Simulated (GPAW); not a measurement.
Runs of GPAW 26.7.0 on CdO (Monteponite). It takes space group Fm-3m (No. 225, cubic). The conventional cell has a = 4.699 Å, b = 4.699 Å, c = 4.699 Å, α = 90.00°, β = 90.00°, γ = 90.00°. Cd (site symmetry m-3m) has 6 O at 2.35 Å as nearest neighbours. O (site symmetry m-3m) is surrounded by 6 Cd at 2.35 Å. 

```tsv
task	level	potentials or basis	spin	k mesh	cutoff (eV)	eigensolver	maxiter	older calculator (legacy_gpaw)	band path	band points	other keys	pressure (GPa)	V0 of scaled cells (Å³/atom)	B0 (GPa)
equation of state	BLYP+D4	PAW data sets generated in the run's folder for this functional, pw	off	8 × 8 × 8	800	davidson	150	-	-	-	-	-	13.40	(d)
equation of state	BLYP+D3(BJ)	PAW data sets generated in the run's folder for this functional, pw	off	8 × 8 × 8	800	davidson	150	-	-	-	-	-	13.32	133
single point	PBE	GPAW PAW data sets (gpaw-data 1.2.1), pw	off	8 × 8 × 8	1200	-	80	-	-	-	several, not listed	5.6	-	-
equation of state	PBEsol	PAW data sets generated in the run's folder for this functional, pw	off	10 × 10 × 10	800	-	150	-	-	-	-	-	12.87	146
equation of state	optB88-vdW	GPAW PAW data sets (gpaw-data 1.2.1), pw	off	8 × 8 × 8	800	-	150	yes	-	-	-	-	13.47	134
equation of state	PBEsol+D4	PAW data sets generated in the run's folder for this functional, pw	off	8 × 8 × 8	800	-	150	-	-	-	-	-	(c)	(b)
band structure	PW91	PAW data sets generated in the run's folder for this functional, pw	SOC, no magnetisation	8 × 8 × 8	800	-	150	-	GXWKGLUWLK,UX	80	-	4.9	-	-
equation of state	PBE	SG15 ONCV 1.2, pw	off	8 × 8 × 8	1100	-	150	-	-	-	-	-	13.55	122
band structure	PBEsol	PAW data sets generated in the run's folder for this functional, pw	SOC, no magnetisation	8 × 8 × 8	800	-	150	-	GXWKGLUWLK,UX	60	-	-1.3	-	-
equation of state	revPBE+D4	the program's PAW data sets (release 1.2.1) made for this functional, pw	off	8 × 8 × 8	800	-	150	-	-	-	-	-	13.18	(a)
```

Alike in all rows: cell as given; smearing fermi-dirac 0.05 eV.

Problem. Fill in the values left out.

Solution. (a) 132; (b) 153; (c) 12.68; (d) 131.

Caveats: spin-orbit coupling was added after a scalar SCF, so levels and gaps hold it while energy, forces, pressure and moments don't (some runs); the PAW data sets were made with another functional, which shifts forces and pressure a little (some runs).
